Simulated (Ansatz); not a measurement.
# I (Im-3m) in Ansatz: convergence with k mesh

Aim: find how far k mesh must go before the results for I settle, at HSE06. This setting moves, with any that are tied to it; all else stays.

All numbers are computed with Ansatz 0.2.0; they aren't measurements. Logs are shortened: lines on timing, memory, paths and dates and some standing lists are left out, and cuts for length are marked.

**1. The structure**

Symmetry: Im-3m, No. 229, cubic system. Conventional cell: a = 4.179 Å, b = 4.179 Å, c = 4.179 Å, α = 90.00°, β = 90.00°, γ = 90.00°. Around I (site symmetry m-3m) lie 8 I at 3.62 Å.

The real solid is made of molecules; this cell is a model form.

**2. With k mesh 3 × 3 × 3**

input.yaml

```yaml
crystal:
  lattice:
    - [-2.0893754423, 2.0893754423, 2.0893754423]
    - [2.0893754423, -2.0893754423, 2.0893754423]
    - [2.0893754423, 2.0893754423, -2.0893754423]
  atoms:
    - { symbol: I, position: [0.0, 0.0, 0.0] }
hamiltonian:
  xc: hse06
  pseudopotentials: { kind: paw }
kpoints:
  mp_grid: { grid: [3, 3, 3] }
scf:
  occupations: { method: gaussian, width: 0.05 }
output:
  forces: true
  stress: true
  eigenvalues: true
```

Potentials or basis: Ansatz PAW.

Command:

```console
> ansatz run input.yaml --threads 2 --pin off --max-ram 5632MiB --backend cpu --events-out ev --progress --plain --runs-dir out
```

It took 2.4 s on 2 threads of Arm Neoverse V2, shared host; peak memory 0.36 GiB.

Results:

```
Free energy            : -7516.9604 eV
Pressure               : -1.6 GPa
Band gap on the k mesh : none (metal or under the smearing width)
```

**3. With k mesh 4 × 4 × 4**

Changes to input.yaml since step 2:

```diff
@@ -11,3 +11,3 @@
 kpoints:
-  mp_grid: { grid: [3, 3, 3] }
+  mp_grid: { grid: [4, 4, 4] }
 scf:
```

Potentials or basis: Ansatz PAW.

Command:

```console
> ansatz run input.yaml --threads 2 --pin off --max-ram 5632MiB --backend cpu --events-out ev --progress --plain --runs-dir out
```

Run time: 3.8 s. Hardware: 2 threads of Arm Neoverse V2, shared host; peak memory 0.47 GiB.

Results:

```
Free energy            : -7516.9054 eV
Pressure               : -2.0 GPa
Band gap on the k mesh : none (metal or under the smearing width)
```

**4. With k mesh 5 × 5 × 5**

Changes to input.yaml since step 3:

```diff
@@ -11,3 +11,3 @@
 kpoints:
-  mp_grid: { grid: [4, 4, 4] }
+  mp_grid: { grid: [5, 5, 5] }
 scf:
```

Command:

```console
> ansatz run input.yaml --threads 2 --pin off --max-ram 5632MiB --backend cpu --events-out ev --progress --plain --runs-dir out
```

It took 5.8 s on 2 threads of Arm Neoverse V2, shared host; peak memory 0.62 GiB.

What came out:

- Free energy: -7516.8749 eV
- Pressure: -2.4 GPa
- Band gap on the k mesh: none (metal or under the smearing width)

**5. With k mesh 7 × 7 × 7**

Changes to input.yaml since step 4:

```diff
@@ -11,3 +11,3 @@
 kpoints:
-  mp_grid: { grid: [5, 5, 5] }
+  mp_grid: { grid: [7, 7, 7] }
 scf:
```

Command:

```console
> ansatz run input.yaml --threads 2 --pin off --max-ram 5632MiB --backend cpu --events-out ev --progress --plain --runs-dir out
```

It took 15 s on 2 threads of Arm Neoverse V2, shared host; peak memory 1.2 GiB.

Results:

* Free energy: -7516.8035 eV
* Pressure: -1.7 GPa
* Band gap on the k mesh: none (metal or under the smearing width)

**6. With k mesh 8 × 8 × 8**

Changes to input.yaml since step 5:

```diff
@@ -11,3 +11,3 @@
 kpoints:
-  mp_grid: { grid: [7, 7, 7] }
+  mp_grid: { grid: [8, 8, 8] }
 scf:
```

Potentials or basis: Ansatz PAW.

Command:

```console
> ansatz run input.yaml --threads 2 --pin off --max-ram 5632MiB --backend cpu --events-out ev --progress --plain --runs-dir out
```

Run time: 20 s. Hardware: 2 threads of Arm Neoverse V2, shared host; peak memory 1.7 GiB.

It converged, with:

- Free energy: -7516.7858 eV
- Pressure: -1.5 GPa
- Band gap on the k mesh: none (metal or under the smearing width)

**7. With k mesh 10 × 10 × 10**

Changes to input.yaml since step 6:

```diff
@@ -11,3 +11,3 @@
 kpoints:
-  mp_grid: { grid: [8, 8, 8] }
+  mp_grid: { grid: [10, 10, 10] }
 scf:
```

Command:

```console
> ansatz run input.yaml --threads 2 --pin off --max-ram 5632MiB --backend cpu --events-out ev --progress --plain --runs-dir out
```

It took 39 s on 2 threads of Arm Neoverse V2, shared host; peak memory 3 GiB.

The run converged. Its results:

| Property | Result |
| --- | --- |
| Free energy | -7516.7908 eV |
| Pressure | -1.6 GPa |
| Band gap on the k mesh | none (metal or under the smearing width) |

**8. With k mesh 12 × 12 × 12**

Changes to input.yaml since step 7:

```diff
@@ -11,3 +11,3 @@
 kpoints:
-  mp_grid: { grid: [10, 10, 10] }
+  mp_grid: { grid: [12, 12, 12] }
 scf:
```

Potentials or basis: Ansatz PAW.

Command:

```console
> ansatz run input.yaml --threads 2 --pin off --max-ram 5632MiB --backend cpu --events-out ev --progress --plain --runs-dir out
```

The program printed:

```text
Warning: output.stress: scf.convergence.dr2_threshold = 1e-7 eV (the SCF's general default) is looser than the 1e-10 eV advised for a printed stress (1e-10 eV for each atom of the cell: 1). What an SCF threshold leaves in a stress goes as its square root, and in the free energy as the threshold itself, and one threshold admits the most on a small cell: of the crystals measured, under no hybrid functional and no lock of the moments, on runs that ended without the residual-converged pass, on stresses that held no estimate of that error, the worst erred by over 100 MPa in a component at 1e-7 eV an atom and by under 5 at 1e-10. Set scf.convergence.dr2_threshold to 1e-10 eV or tighter. The threshold is an SCF's pass mark: one that does not reach it within its budget of iterations ends unconverged, or closes short of it on a stop that the run arms, and scf.convergence.dr2_threshold's page says what that costs each kind of run
Warning: output.stress: scf.exx.energy_threshold = 1e-6 eV is looser than the 1e-8 eV advised for a stress under a hybrid functional (1e-8 eV for each atom of the cell: 1). Every SCF of the exchange loop can meet its threshold on dr2 while the loop round them stops early: no threshold on dr2 bounds what that leaves in the stress. Set scf.exx.energy_threshold to 1e-8 eV or tighter. The threshold is the loop's pass mark: a loop that does not reach it within its budget of cycles ends unconverged, and scf.exx.energy_threshold's page has the law
Warning: RAYON_NUM_THREADS=2 ignored (pool sized by the plan → 2); use --threads N
Engine: ansatz 0.2.0, aarch64-unknown-linux-gnu
Pseudopotentials: kind: paw
Pseudopotential: I, paw, valence charge 17, recommended cutoff 420 eV (normal), I.paw.azcp
Functional definition: HSE06
  parameter a = 0.25
  parameter omega = 0.11/bohr
  exchange = pbe_x - a*pbe_x_sr(omega) + a*exact_x_sr(omega)
  correlation = pbe_c
Crystal: 1 atoms, lattice volume = 36.485 Å³
Basis set: ecut = 420 eV, 683 PW (Γ), exchange–correlation on 50×50×50 points (8 copies of the dense FFT grid, shifted against one another)
Bands: 13, of which v1, the nominal top of the filled ones, is band 9 counted from 1 (8 counted from 0)
Symmetry: 48 space group operations
Space group: Im-3m (ITA 229), of the structure as read, at distance tolerance 3.3e-5 Å
k-points: 72 of 1728
Non-local potential: I, projectors of the file, l = 0: 2, l = 1: 2, l = 2: 2, l = 3: 2
PAW form: soft (Blöchl's): semilocal exchange-correlation on the pseudo side does not see the compensation charge
PAW frozen core: I, regenerated for the run's functional, and the local potential with it (the file was generated under x = pbe(κ = 0.804, μ = 0.2195149727645171), c = pbe(β = 0.06672455060314922))
PAW one-centre angular grid: I, 590 points (default); XC on 96 Gauss nodes
Initial density: superposition of atomic densities (neutral atoms: chi_scale 0, normalization atom), corrected by the library's trained network
Initial wavefunctions: pseudopotential atomic-orbital guess
[... 35 lines left out ...]
Stability not checked: this state was not tested for a lower state beside it, because the functional holds exact exchange (a hybrid, or Hartree-Fock), whose exchange loop this test does not read (fock_operator; see scf.lower_state_search)
Free energy (F): -7516.795642 eV
Frozen-core exchange: fock
Harris-Foulkes:  -7516.795642 eV  (|F-HF|=9.22e-10)
Internal energy: -7516.792060 eV  (E = F + TS)
E sigma→0 (E₀):  -7516.793851 eV
Entropy (-TS):   -0.003582 eV (-3.582 meV/atom)
Fermi energy:    6.449494 eV
--- Per-component energies (eV) ---
  E_band       = -403.740167
  E_kinetic    = 187.318183
  E_local      = -1784.913264  (includes V_loc(G=0)·N_el)
  E_nonlocal   = -93.060855
  E_hartree    = 931.648531
  E_xc         = -102.788963
  E_vxc        = -102.426325  (∫ρ·V_xc dr)
  E_exx        = -49.552957  (= α·E_x^exact, valence–valence)
  E_paw        = -4792.981365  (= ΣΔE_a)
  E_vpaw       = -374.851134  (= ΣTr[D̂ρ^β])
  E_aug_tail   = -0.000007  (compensation charges beyond the density's cutoff)
  E_ewald      = -1812.103841
  E_core_change = -0.357521  (= ΣΔE_core)
  E_smearing   = -0.003582  (= −TS)
  E_closure    = -0.000000  (closes the sum)
  Σ components = -7516.795642   (vs F -7516.795642, Δ=9.09e-13)
--- Forces (eV/Å), atoms counted from 1 ---
  atom   1  I     -0.00000000     0.00000000    -0.00000000
  max |Σ_I F_I| component: 8.02e-30 eV/Å
--- Stress (GPa, compression-positive) ---
       -1.714674       0.000000      -0.000000
        0.000000      -1.714674      -0.000000
       -0.000000       0.000000      -1.714674
  P = ⅓ Tr σ = -1.7147 GPa (-17.147 kbar)
--- Band table (eV; the first three rows and the last of 72) ---
  k-point 0: bands = ["-41.1176", "-41.1176", "-41.1176", "-41.1130", "-41.1130", "-8.2315", "7.3940", "7.3940", "7.3940", "14.0856", "17.2440", "17.2440", "17.2440"]
  k-point 1: bands = ["-41.1177", "-41.1173", "-41.1170", "-41.1131", "-41.1131", "-8.1493", "6.8207", "7.2252", "7.3705", "14.5396", "16.8284", "16.9963", "17.6221"]
  k-point 2: bands = ["-41.1179", "-41.1165", "-41.1152", "-41.1135", "-41.1133", "-7.9127", "5.5270", "6.8039", "7.3045", "14.8743", "16.0765", "16.9196", "18.6706"]
  k-point 71: bands = ["-41.1173", "-41.1173", "-41.1090", "-41.1090", "-41.1090", "-5.6082", "3.4760", "3.4760", "3.4760", "11.6426", "11.6426", "23.4997", "23.4997"]
```

Wall time 88 s (2 threads of Arm Neoverse V2, shared host); peak memory 3.7 GiB.

Results:

```
Free energy            : -7516.7956 eV
Pressure               : -1.7 GPa
Band gap on the k mesh : none (metal or under the smearing width)
```

**9. With k mesh 15 × 15 × 15**

Changes to input.yaml since step 8:

```diff
@@ -11,3 +11,3 @@
 kpoints:
-  mp_grid: { grid: [12, 12, 12] }
+  mp_grid: { grid: [15, 15, 15] }
 scf:
```

Potentials or basis: Ansatz PAW.

Command:

```console
> ansatz run input.yaml --threads 2 --pin off --max-ram 5632MiB --backend cpu --events-out ev --progress --plain --runs-dir out
```

Wall time 14 min (2 threads of Arm Neoverse V2, shared host).

The calculation hadn't finished when its time ran out.

**10. Summary**

```csv
k mesh,"energy less the tightest run, at zero smearing (meV/atom)",pressure (GPa),SCF cycles,CPU time (s),peak memory (GiB)
3 × 3 × 3,-163.35,-1.57,13,3.9,0.36
4 × 4 × 4,-106.32,-2.03,14,6.5,0.47
5 × 5 × 5,-80.68,-2.37,11,11,0.62
7 × 7 × 7,-8.63,-1.68,12,28,1.2
8 × 8 × 8,9.19,-1.54,13,38,1.7
10 × 10 × 10,4.32,-1.64,14,76,3
12 × 12 × 12,0.00,-1.71,14,170,3.7
15 × 15 × 15,timed out after 840 s,-,-,-,-
```

Against the tightest run, the pressure stays within 0.1 GPa from 10 × 10 × 10 on. Not settled before the last step: the energy (to 1 meV/atom). Meshes of other sizes hit other points, so gaps and Fermi surfaces needn't settle smoothly. The tightest run that finished is the yardstick and may itself not be fully converged.

Caveats: an odd number of electrons without spin polarisation forces a metal; a magnetic or distorted state may lie lower; the PAW data sets come from PBE, with cores solved anew for the run's functional, which leaves a small shift of forces and pressure; the thresholds are loose for stress.
